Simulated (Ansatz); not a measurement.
# Ti: the cost of one run

Program: Ansatz 0.2.0. Level of theory: DFT PBE, scalar-relativistic, plane waves, PAW. These are calculated values, not measurements.

5 further runs of the same task are left out: 1 for a known fault of the program, 1 that didn't finish, 3 set aside as unsound or not needed.

## (1) The system as given

Symmetry: P6_3/mmc, No. 194, hexagonal system. Conventional cell: a = 2.941 Å, b = 2.941 Å, c = 4.664 Å, α = 90.00°, β = 90.00°, γ = 120.00°. Around Ti (site symmetry -6m2) lie 12 Ti at 2.88 to 2.94 Å.

Structure file:

```cif
data_structure
_symmetry_space_group_name_H-M 'P 1'
_symmetry_Int_Tables_number 1
_cell_length_a 2.9405
_cell_length_b 2.9405
_cell_length_c 4.6640
_cell_angle_alpha 90.000
_cell_angle_beta 90.000
_cell_angle_gamma 120.000
_cell_volume 34.93
loop_
_atom_site_label
_atom_site_type_symbol
_atom_site_fract_x
_atom_site_fract_y
_atom_site_fract_z
_atom_site_occupancy
Ti1 Ti 0.33333 0.66667 0.25000 1
Ti2 Ti 0.66667 0.33333 0.75000 1
```

This cell was relaxed beforehand with the same method: volume 17.46 Å³/atom, gap on the mesh none (metal).

## (2) Phonons at Γ, at rest

input.yaml reads:

```yaml
crystal:
  lattice:
    - [2.9405230145, 0.0, 0.0]
    - [-1.4702615073, 2.546567631, 0.0]
    - [0.0, 0.0, 4.6640096419]
  atoms:
    - { symbol: Ti, position: [0.3333333333, 0.6666666667, 0.25] }
    - { symbol: Ti, position: [0.6666666667, 0.3333333333, 0.75] }
basis:
  ecutwfc: 420
kpoints:
  mp_grid: { grid: [18, 18, 10] }
hamiltonian:
  xc: pbe
scf:
  occupations: { method: fermi_dirac, width: 0.15 }
output:
  eigenvalues: true
phonons:
  method: dfpt
  eigenvectors: true
```

Started as:

```sh
$ ansatz run input.yaml --threads 1 --pin off --max-ram 3072MiB --backend cpu --events-out ev --progress --plain --runs-dir out
```

Q: Estimate wall time and peak memory on 1 thread of Intel Xeon Platinum 8375C at 2.90GHz (Ice Lake), shared host.

About 60 s, with a peak of 1.4 GiB.
